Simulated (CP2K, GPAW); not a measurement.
Be: 3 runs at one level of theory

```
CELL_PARAMETERS angstrom
2.28530 0.00000 0.00000
-1.14265 1.97913 0.00000
0.00000 0.00000 3.58420
ATOMIC_POSITIONS crystal
Be 0.66667 0.33333 0.75000
Be 0.33333 0.66667 0.25000
```

Alike in all runs: task single point; functional PBE; k mesh 13 × 13 × 8; occupations fermi-dirac, width 0.05 eV; no spin polarisation; no spin-orbit coupling. Pressure is positive in compression and, in plane waves, holds the error of the finite cutoff.

| program and potentials | plane-wave cutoff (eV) | notes | pressure (GPa) |
| --- | --- | --- | --- |
| CP2K, POTENTIAL_UZH Be GTH-PBE-q4; TZVP-MOLOPT-PBE-GTH basis | - | atomic basis; 4 valence electrons an atom on average | -2.16 |
| CP2K, POTENTIAL_UZH Be GTH-PBE-q2; TZVP-MOLOPT-PBE-GTH basis | - | atomic basis; 2 valence electrons an atom on average | -4.96 |
| GPAW, GPAW PAW data sets (gpaw-data 1.2.1) | 800 | 2 valence electrons an atom on average | -1.32 |

The pressure spans -4.96 (CP2K, POTENTIAL_UZH Be GTH-PBE-q2; TZVP-MOLOPT-PBE-GTH basis) to -1.32 GPa (GPAW, GPAW PAW data sets (gpaw-data 1.2.1)). Rows in atomic bases carry the error of their basis and grid, which can be large.

The functional is the same throughout but for its coding, so the spread measures potentials, basis and numerics; runs on potential files found faulty are left out.
